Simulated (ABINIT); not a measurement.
Fe, 1 atom in the cell. The structure is orthorhombic, space group Fmmm (No. 69). Conventional cell: a = 2.997 Å, b = 3.883 Å, c = 3.930 Å, α = 90.00°, β = 90.00°, γ = 90.00°. Around Fe (site symmetry mmm) lie 12 Fe at 2.45 to 2.76 Å. 

```yaml
Program: ABINIT 10.8.3 (patched build)
Task: single point
Functional: PBE
Potentials_or_basis: JTH PAW PBE v2.0
Cutoff: 707 eV
k_mesh: 13 × 13 × 13
Occupations: fermi-dirac, width 0.05 eV
Spin: collinear spin, ferromagnetic start
Starting_moments: "[5.0] μB"
Fine-grid_cutoff: 1306.15 eV
```

Potentials or basis: JTH PAW PBE v2.0.

Run with:

```sh
$ abinit run.abi > log 2>&1
```

Hardware: 1 thread of Arm Neoverse V1 (shared host).

**Question.** How long does it take, and how much memory?

**Answer.** It took 2.8 min on 1 thread of Arm Neoverse V1, with other jobs on the host, peak memory 0.21 GiB. Counts: scf iterations 15, mpi ranks 1, k points 343, bands 13, plane waves 506.
